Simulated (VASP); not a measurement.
Input of a VASP 6.6.1 run:

Contents of POSCAR:

```
WC
1.0
    2.9065000000      0.0000000000      0.0000000000
   -1.4532500000      2.5171028361      0.0000000000
    0.0000000000      0.0000000000      2.8366000000
W C
1 1
Direct
    0.0000000000      0.0000000000      0.0000000000
    0.6666666667      0.3333333333      0.5000000000
```

Contents of INCAR.step1:

```
  ALGO = Normal
  EDIFF = 1E-5
  ENCUT = 520
  GGA = PE
  ISIF = 2
  ISMEAR = -1
  LASPH = T
  LCHARG = F
  LMAXMIX = 4
  LREAL = F
  LWAVE = T
  NELM = 60
  PREC = Accurate
  SIGMA = 0.05
```

INCAR.step2

```
  ALGO = Normal
  EDIFF = 1E-6
  ENCUT = 520
  GGA = PS
  HFSCREEN = 0.2
  ISIF = 2
  ISMEAR = -1
  ISTART = 1
  LASPH = T
  LCHARG = F
  LHFCALC = T
  LMAXMIX = 4
  LREAL = F
  LWAVE = F
  NELM = 60
  PREC = Accurate
  PRECFOCK = Fast
  SIGMA = 0.05
```

Contents of KPOINTS:

```
k-points
0
Gamma
  5 5 5
```

File KPOINTS_OPT:

```
path GMKGALHA,LM,KH
12
line-mode
reciprocal
 0.0000000000  0.0000000000  0.0000000000  G
 0.5000000000  0.0000000000  0.0000000000  M

 0.5000000000  0.0000000000  0.0000000000  M
 0.3333333333  0.3333333333  0.0000000000  K

 0.3333333333  0.3333333333  0.0000000000  K
 0.0000000000  0.0000000000  0.0000000000  G

 0.0000000000  0.0000000000  0.0000000000  G
 0.0000000000  0.0000000000  0.5000000000  A

 0.0000000000  0.0000000000  0.5000000000  A
 0.5000000000  0.0000000000  0.5000000000  L

 0.5000000000  0.0000000000  0.5000000000  L
 0.3333333333  0.3333333333  0.5000000000  H

 0.3333333333  0.3333333333  0.5000000000  H
 0.0000000000  0.0000000000  0.5000000000  A

 0.5000000000  0.0000000000  0.5000000000  L
 0.5000000000  0.0000000000  0.0000000000  M

 0.3333333333  0.3333333333  0.0000000000  K
 0.3333333333  0.3333333333  0.5000000000  H
```

Potentials or basis: VASP PAW PBE potentials, release 64 (W_sv, C).

Command:

```sh
$ cat potpaw_PBE.64/W_sv/POTCAR potpaw_PBE.64/C/POTCAR > POTCAR
$ cp INCAR.step1 INCAR
$ mpirun -np 1 vasp_std > vasp.out
$ cp INCAR.step2 INCAR
$ mpirun -np 1 vasp_std > vasp.out
```

Problem. Predict the pressure.

Solution. -9.0 GPa.

Problem. Estimate the band gap along the path.

Solution. None (metal or under the smearing width).

Levels at the corners of the path, in eV from the Fermi level:
```csv
point,band 5,band 6,band 7,band 8,band 9,band 10,band 11,band 12,band 13
Γ,-16.59,-5.29,-4.22,-4.22,-0.31,3.55,3.55,6.24,6.34
M,-12.91,-8.38,-4.49,-4.48,-1.01,2.56,4.94,5.37,7.54
M,-12.91,-8.38,-4.49,-4.48,-1.01,2.56,4.94,5.37,7.54
K,-12.08,-7.88,-5.64,-4.31,0.65,0.73,2.12,3.53,10.15
K,-12.08,-7.88,-5.64,-4.31,0.65,0.73,2.12,3.53,10.15
Γ,-16.59,-5.29,-4.22,-4.22,-0.31,3.55,3.55,6.24,6.26
Γ,-16.59,-5.29,-4.22,-4.22,-0.31,3.55,3.55,6.24,6.42
A,-12.16,-10.16,-2.70,-2.70,-0.89,-0.89,3.97,4.97,4.97
A,-12.16,-10.16,-2.70,-2.70,-0.89,-0.89,3.97,4.97,4.97
L,-13.13,-7.70,-5.32,-5.21,-0.33,4.83,5.73,7.23,10.25
L,-13.13,-7.70,-5.32,-5.21,-0.33,4.83,5.73,7.23,10.25
H,-12.77,-8.52,-6.54,-2.43,-1.31,4.71,7.05,8.29,9.76
H,-12.77,-8.52,-6.54,-2.43,-1.31,4.71,7.05,8.29,9.76
A,-12.16,-10.16,-2.70,-2.70,-0.89,-0.89,3.97,4.97,4.97
L,-13.13,-7.70,-5.32,-5.21,-0.33,4.83,5.73,7.23,10.35
M,-12.91,-8.38,-4.49,-4.48,-1.01,2.56,4.94,5.37,7.54
K,-12.08,-7.88,-5.64,-4.31,0.65,0.73,2.12,3.53,10.15
H,-12.77,-8.52,-6.54,-2.43,-1.31,4.71,7.05,8.29,9.76
```

Caveat: the k mesh is coarse (spacing up to 0.50 Å⁻¹), so the values aren't converged, least of all with exact exchange; the PAW data sets were made with another functional, which shifts forces and pressure a little; spin-orbit coupling is left out, which moves the levels of the heavy elements.
